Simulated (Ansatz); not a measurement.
**Se, fcc: how the functional moves the structure**

All rows: Ansatz, plane waves with scalar-relativistic PAW, 420 eV (500 eV for the SCAN forms), relaxed under each functional, no dispersion correction, no zero-point motion. B₀ comes from uniform scaling at fixed shape; a dash is a value not given.

```
functional  V (Å³/atom)         cell  B₀ (GPa)     magnetic state  ΔE to trigonal (grey) selenium (meV/atom)
       PBE        20.44  a = 4.341 Å        69  spin not included                                        730
    r²SCAN        20.44  a = 4.340 Å        70  spin not included                                        903
    PBEsol        19.31  a = 4.259 Å        82  spin not included                                        597
       LDA        18.98  a = 4.234 Å        86  spin not included                                        581
    revPBE        20.86  a = 4.370 Å        63  spin not included                                        873
      RPBE        21.02  a = 4.381 Å        61  spin not included                                        919
      BLYP        22.94  a = 4.510 Å        50  spin not included                                        948
```

LDA gives the smallest volume and BLYP the largest.
